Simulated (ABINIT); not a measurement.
# ZnS (F-43m) in ABINIT: settings compared

The runs below take ZnS through equation of state, band structure, with PBE, LDA, PBE+D2.

Program: ABINIT 10.8.3 (patched build). These are calculated values, not measurements. Logs are shortened: lines on timing, memory, paths and dates and some standing lists are left out, and cuts for length are marked. The log counts tension as positive stress, the text compression.

**Experimental background.**

“Electronic, vibrational, and thermodynamic properties of ZnS (zincblende and rocksalt structure)”, 2009, arxiv:0911.5022 quotes, for a bulk crystal of ZnS: bulk modulus 76.9 GPa; band gap 3.85 eV (direct) at 19 K.

The results are compared with them further down.

### Step 1. The structure

It takes space group F-43m (No. 216, cubic). Conventional cell: a = 5.404 Å, b = 5.404 Å, c = 5.404 Å, α = 90.00°, β = 90.00°, γ = 90.00°. Zn (site symmetry -43m) has 4 S at 2.34 Å as nearest neighbours. S (site symmetry -43m) is surrounded by 4 Zn at 2.34 Å.

### Step 2. Equation of state, PBE

run.abi

```
# Datasets: one volume each
ndtset 7
getwfk -1
scalecart1 3*0.9795861087
scalecart2 3*0.9864848297
scalecart3 3*0.9932883884
scalecart4 3*1.0000000000
scalecart5 3*1.0066227096
scalecart6 3*1.0131594038
scalecart7 3*1.0196128224

# Pseudopotentials
pp_dirpath "./"
pseudos "Zn.GGA_PBE-JTH.xml, S.GGA_PBE-JTH.xml"

# Structure
acell 7.2210310021 7.2210310021 7.2210310021
rprim
     0.0000000000     0.7071067812     0.7071067812
     0.7071067812     0.0000000000     0.7071067812
     0.7071067812     0.7071067812     0.0000000000
ntypat 2
znucl 30 16
natom 2
typat 1 2
xred
     0.7500000000     0.7500000000     0.7500000000
     0.0000000000     0.0000000000     0.0000000000

# Plane-wave basis
ecut 544.227725 eV
pawecutdg 40.0

# k points
kptopt 1
ngkpt 9 9 9
nshiftk 1
shiftk 0.0 0.0 0.0

# Exchange and correlation
ixc 11

# Bands and occupations
nband 13
occopt 3
tsmear 0.00183747

# SCF cycle
nstep 100
tolvrs 1.0e-9

# Output
iomode 3
prtwf 1
prtden 0
prteig 0
prtebands 0
enunit 1
```

Potentials or basis: JTH PAW PBE v2.0.

Run with:

```console
$ abinit run.abi > log 2>&1
```

run.abo:

```text
.Version 10.8.3 of ABINIT
 DATASET    1 : space group F-4 3 m (#216); Bravais cF (face-center cubic)
================================================================================
 Values of the parameters that define the memory need for DATASET  1.
     intxc =       0    ionmov =       0      iscf =      17    lmnmax =      18
     lnmax =       6     mgfft =      30  mpssoang =       3    mqgrid =    3001
     natom =       2  nloc_mem =       2    nspden =       1   nspinor =       1
    nsppol =       1      nsym =      24    n1xccc =       1    ntypat =       2
    occopt =       3   xclevel =       2
       mpw =        1083          nfft =       27000          nkpt =          35
 PAW method is used; the additional fine FFT grid is defined by:
   mgfftf=        45    nfftf =     91125
================================================================================
================================================================================
[... 71 lines left out ...]
 DATASET    7 : space group F-4 3 m (#216); Bravais cF (face-center cubic)
================================================================================
 Values of the parameters that define the memory need for DATASET  7.
     intxc =       0    ionmov =       0      iscf =      17    lmnmax =      18
     lnmax =       6     mgfft =      30  mpssoang =       3    mqgrid =    3001
     natom =       2  nloc_mem =       2    nspden =       1   nspinor =       1
    nsppol =       1      nsym =      24    n1xccc =       1    ntypat =       2
    occopt =       3   xclevel =       2
       mpw =        1222          nfft =       27000          nkpt =          35
 PAW method is used; the additional fine FFT grid is defined by:
   mgfftf=        45    nfftf =     91125
================================================================================
================================================================================

--------------------------------------------------------------------------------
------------- Echo of variables that govern the present computation ------------
--------------------------------------------------------------------------------
 -outvars: echo values of preprocessed input variables --------
            acell      7.2210310021E+00  7.2210310021E+00  7.2210310021E+00 Bohr
              amu      6.53900000E+01  3.20660000E+01
             ecut      2.00000000E+01 Hartree
           enunit           1
           getwfk          -1
              ixc          11
           jdtset        1    2    3    4    5    6    7
         kptrlatt        9    0    0      0    9    0      0    0    9
          kptrlen1     6.36625949E+01
          kptrlen2     6.41109378E+01
          kptrlen3     6.45530962E+01
          kptrlen4     6.49892790E+01
          kptrlen5     6.54196841E+01
          kptrlen6     6.58444992E+01
          kptrlen7     6.62639022E+01
            natom           2
            nband          13
           ndtset           7
            ngfft          30      30      30
          ngfftdg          45      45      45
             nkpt          35
            nstep         100
[... 67 lines left out ...]

 chkinp: Checking input parameters for consistency, jdtset=   1.

 chkinp: Checking input parameters for consistency, jdtset=   2.
[... 40 lines left out ...]
 getcut: wavevector=  0.0000  0.0000  0.0000  ngfft=  45  45  45
         ecut(hartree)=     40.000   => boxcut(ratio)=   2.18482

--- Pseudopotential description ------------------------------------------------
- pspini: atom type   1  psp file is ./Zn.GGA_PBE-JTH.xml
 Pseudopotential format is: paw10
 basis_size (lnmax)=  6 (lmn_size= 18), orbitals=   0   0   1   1   2   2
 Spheres core radius: rc_sph= 2.30769763
 Shapefunction is SIN type: shapef(r)=[sin(pi*r/rshp)/(pi*r/rshp)]**2
 Radius for shape functions =  1.80965103
 Compensation charge density is not taken into account in XC energy/potential

- pspini: atom type   2  psp file is ./S.GGA_PBE-JTH.xml
 Pseudopotential format is: paw10
 basis_size (lnmax)=  4 (lmn_size=  8), orbitals=   0   0   1   1
 Spheres core radius: rc_sph= 1.90380259
 Shapefunction is SIN type: shapef(r)=[sin(pi*r/rshp)/(pi*r/rshp)]**2
 Radius for shape functions =  1.40128485
 Compensation charge density is not taken into account in XC energy/potential

   2.06649828E+02                                ecore*ucvol(ha*bohr**3)
--------------------------------------------------------------------------------

[... 1323 lines left out ...]
-Cartesian components of stress tensor (GPa)         [Pressure= -2.8245E+00 GPa]
- sigma(1 1)=  2.82453681E+00  sigma(3 2)=  0.00000000E+00
- sigma(2 2)=  2.82453681E+00  sigma(3 1)=  0.00000000E+00
- sigma(3 3)=  2.82453681E+00  sigma(2 1)=  0.00000000E+00

== END DATASET(S) ==============================================================
================================================================================

 -outvars: echo values of variables after computation  --------
            acell      7.2210310021E+00  7.2210310021E+00  7.2210310021E+00 Bohr
           etotal1    -7.4692751697E+01
           etotal2    -7.4693830092E+01
           etotal3    -7.4694562880E+01
           etotal4    -7.4694987287E+01
           etotal5    -7.4695130326E+01
           etotal6    -7.4695026519E+01
           etotal7    -7.4694697555E+01
            fcart1    -2.6916730751E-29 -1.3458365375E-29  5.3833461501E-29
                       2.6916730751E-29  1.3458365375E-29 -5.3833461501E-29
            fcart2     0.0000000000E+00  8.3526549082E-31 -1.6705309816E-30
                       0.0000000000E+00 -8.3526549082E-31  1.6705309816E-30
            fcart3     1.2443164721E-30 -3.7329494162E-30  1.2443164721E-30
                      -1.2443164721E-30  3.7329494162E-30 -1.2443164721E-30
            fcart4    -0.0000000000E+00 -0.0000000000E+00 -0.0000000000E+00
                      -0.0000000000E+00 -0.0000000000E+00 -0.0000000000E+00
            fcart5     1.4734002220E-29  4.9113340735E-30 -1.8008224936E-29
                      -1.4734002220E-29 -4.9113340735E-30  1.8008224936E-29
[... 38 lines left out ...]
                       0.0000000000E+00  0.0000000000E+00  0.0000000000E+00
           xangst1     3.9702624959E+00  3.9702624959E+00  3.9702624959E+00
                       0.0000000000E+00  0.0000000000E+00  0.0000000000E+00
           xangst2     3.9982230121E+00  3.9982230121E+00  3.9982230121E+00
                       0.0000000000E+00  0.0000000000E+00  0.0000000000E+00
           xangst3     4.0257978355E+00  4.0257978355E+00  4.0257978355E+00
                       0.0000000000E+00  0.0000000000E+00  0.0000000000E+00
           xangst4     4.0529999973E+00  4.0529999973E+00  4.0529999973E+00
                       0.0000000000E+00  0.0000000000E+00  0.0000000000E+00
           xangst5     4.0798418393E+00  4.0798418393E+00  4.0798418393E+00
                       0.0000000000E+00  0.0000000000E+00  0.0000000000E+00
           xangst6     4.1063350609E+00  4.1063350609E+00  4.1063350609E+00
                       0.0000000000E+00  0.0000000000E+00  0.0000000000E+00
           xangst7     4.1324907665E+00  4.1324907665E+00  4.1324907665E+00
                       0.0000000000E+00  0.0000000000E+00  0.0000000000E+00
             xred      7.5000000000E-01  7.5000000000E-01  7.5000000000E-01
                       0.0000000000E+00  0.0000000000E+00  0.0000000000E+00
 Calculation completed.
```

Run time: 2.3 min. Hardware: 1 thread of Intel Xeon 6975P-C (Granite Rapids), shared host; peak memory 0.14 GiB.

What came out:

```
Equilibrium volume                      : 20.15 Å³/atom
Bulk modulus                            : 70 GPa
Pressure derivative of the bulk modulus : 4.5
```

Energy against volume, from the lowest point:
| volume (Å³/atom) | energy (meV/atom) |
| --- | --- |
| 18.543 | 32.36 |
| 18.938 | 17.69 |
| 19.332 | 7.72 |
| 19.727 | 1.95 |
| 20.121 | 0.00 |
| 20.516 | 1.41 |
| 20.910 | 5.89 |

Caveat: the cutoff is too short for stress, so the log's stress isn't used; pressures at fixed basis lie under the slope of the energies.

### Step 3. Band structure, LDA

run.abi

```
ndtset 2

pp_dirpath "./"
pseudos "Zn.upf, S.upf"

acell 3.8212050455 3.8212050455 3.8212050455 Angstrom
rprim
     0.0000000000     0.7071067812     0.7071067812
     0.7071067812     0.0000000000     0.7071067812
     0.7071067812     0.7071067812     0.0000000000
ntypat 2
znucl 30 16
natom 2
typat 1 2
xred
     0.7500000000     0.7500000000     0.7500000000
     0.0000000000     0.0000000000     0.0000000000

ecut 36.0

ixc 7

occopt 3
tsmear 0.00183747

nstep 100

iomode 3
prtwf 0
prteig 0
prtebands 0
enunit 1
prtden1 1

kptopt1 1
ngkpt1 9 9 9
nshiftk1 1
shiftk1 0.0 0.0 0.0
nband1 17
tolvrs1 1.0e-10

iscf2 -2
getden2 1
nband2 21
nbdbuf2 2
tolwfr2 1.0e-12
kptopt2 -9
ndivsm2 6
prteig2 1
prtvol2 -3
kptbounds2
     0.0000000000     0.0000000000     0.0000000000
     0.5000000000     0.0000000000     0.5000000000
     0.5000000000     0.2500000000     0.7500000000
     0.3750000000     0.3750000000     0.7500000000
     0.0000000000     0.0000000000     0.0000000000
     0.5000000000     0.5000000000     0.5000000000
     0.6250000000     0.2500000000     0.6250000000
     0.5000000000     0.2500000000     0.7500000000
     0.5000000000     0.5000000000     0.5000000000
     0.3750000000     0.3750000000     0.7500000000
```

Potentials or basis: PseudoDojo NC SR LDA v0.4.1 standard.

Run with:

```console
$ abinit run.abi > log 2>&1
```

Run time: 1.9 min. Hardware: 1 thread of Intel Xeon 6975P-C (Granite Rapids), shared host; peak memory 0.15 GiB.

It converged, with:

```yaml
Free_energy: -5987.5580 eV
Band_gap_on_the_k_mesh: 1.86 eV, direct
Valence_electrons_inside_the_program's_atomic_spheres: Zn 18.13; S 3.91
```

Levels at the corners of the path, in eV from the valence-band top:
```csv
point,band 10,band 11,band 12,band 13,band 14,band 15,band 16,band 17
Γ,-5.99,0.00,0.00,0.00,1.86,6.23,6.23,6.23
X,-5.77,-4.66,-2.24,-2.24,3.19,3.88,10.69,11.74
W,-5.58,-4.68,-2.80,-2.77,5.52,5.89,7.66,8.00
K,-5.64,-4.71,-3.17,-1.83,3.93,5.80,9.14,9.60
Γ,-5.99,0.00,0.00,0.00,1.86,6.23,6.23,6.23
L,-5.79,-5.38,-0.88,-0.88,3.09,6.76,6.76,8.62
U,-5.64,-4.71,-3.17,-1.83,3.93,5.80,9.14,9.60
W,-5.58,-4.68,-2.80,-2.77,5.52,5.89,7.66,8.00
L,-5.79,-5.38,-0.88,-0.88,3.09,6.76,6.76,8.62
K,-5.64,-4.71,-3.17,-1.83,3.93,5.80,9.14,9.60
```

Caveat: the cutoff is too short for stress, so the log's stress isn't used.

### Step 4. Equation of state, PBE+D2

run.abi

```
# Datasets: one volume each
ndtset 7
getwfk -1
scalecart1 3*0.9795861087
scalecart2 3*0.9864848297
scalecart3 3*0.9932883884
scalecart4 3*1.0000000000
scalecart5 3*1.0066227096
scalecart6 3*1.0131594038
scalecart7 3*1.0196128224

# Pseudopotentials
pp_dirpath "./"
pseudos "Zn.GGA_PBE-JTH.xml, S.GGA_PBE-JTH.xml"

# Structure
acell 3*1.0 Angstrom
rprim
     0.0000000000     2.7020000000     2.7020000000
     2.7020000000     0.0000000000     2.7020000000
     2.7020000000     2.7020000000     0.0000000000
ntypat 2
znucl 30 16
natom 2
typat 1 2
xred
     0.7500000000     0.7500000000     0.7500000000
     0.0000000000     0.0000000000     0.0000000000

# Plane-wave basis
ecut 544.227725 eV
pawecutdg 40.0

# k points
kptopt 1
ngkpt 9 9 9
nshiftk 1
shiftk 0.0 0.0 0.0

# Exchange and correlation
ixc 11
vdw_xc 5

# Bands and occupations
nband 13
occopt 3
tsmear 0.00183747

# SCF cycle
nstep 100
tolvrs 1.0e-9

# Output
iomode 3
prtwf 1
prtden 0
prteig 0
prtebands 0
enunit 1
```

Potentials or basis: JTH PAW PBE v2.0.

Run with:

```console
$ abinit run.abi > log 2>&1
```

Wall time 2.5 min (1 thread of Intel Xeon 6975P-C (Granite Rapids), shared host); peak memory 0.14 GiB.

It converged, with:

| Quantity | Value |
| --- | --- |
| Equilibrium volume | 19.30 Å³/atom |
| Bulk modulus | 76 GPa |
| Pressure derivative of the bulk modulus | 4.7 |

Energy against volume, from the lowest point:
```tsv
volume (Å³/atom)	energy (meV/atom)
18.543	7.66
18.938	1.68
19.332	0.00
19.727	2.11
20.121	7.67
20.516	16.21
20.910	27.45
```

Caveat: the cutoff is too short for stress, so the log's stress isn't used; pressures at fixed basis lie under the slope of the energies.

### Step 5. Overview

```tsv
task	level	potentials or basis	cutoff (eV)	fine-grid cutoff	V0 of scaled cells (Å³/atom)	B0 (GPa)
equation of state	PBE	JTH PAW PBE v2.0	544	1088.46 eV	20.15	70
band structure	LDA	PseudoDojo NC SR LDA v0.4.1 standard	980	-	-	-
equation of state	PBE+D2	JTH PAW PBE v2.0	544	1088.46 eV	19.30	76
```

Alike in all rows: no spin polarisation; cell as given; k mesh 9 × 9 × 9; smearing fermi-dirac 0.05 eV.

Caveats: pressures at fixed basis lie under the slope of the energies (some runs).

Total energies depend on the potentials used, so only differences within one code and one set of settings carry meaning.

### Step 6. How close it comes

Step 2. Measured bulk modulus of ZnS: 76.9 GPa (quoted in “Electronic, vibrational, and thermodynamic properties of ZnS (zincblende and rocksalt structure)”, 2009, arxiv:0911.5022). This calculation gives 70 GPa (-9.1 %). The fit is for a static lattice scaled at fixed shape and fixed fractional positions.

Step 3. Measured gap of ZnS: 3.85 eV (direct; 19 K; quoted in “Electronic, vibrational, and thermodynamic properties of ZnS (zincblende and rocksalt structure)”, 2009, arxiv:0911.5022). This calculation gives 1.86 eV (-1.99 eV). So large a miss can be the level of theory's own, or it may mean another phase, state or a wrong row. The value is that of LDA, without temperature or zero-point motion. Semilocal functionals fall short of measured gaps as a rule.

Step 4. A measured bulk modulus of ZnS is 76.9 GPa (quoted in “Electronic, vibrational, and thermodynamic properties of ZnS (zincblende and rocksalt structure)”, 2009, arxiv:0911.5022); the calculated 76 GPa misses it by -0.6 %. The fit is for a static lattice scaled at fixed shape and fixed fractional positions.
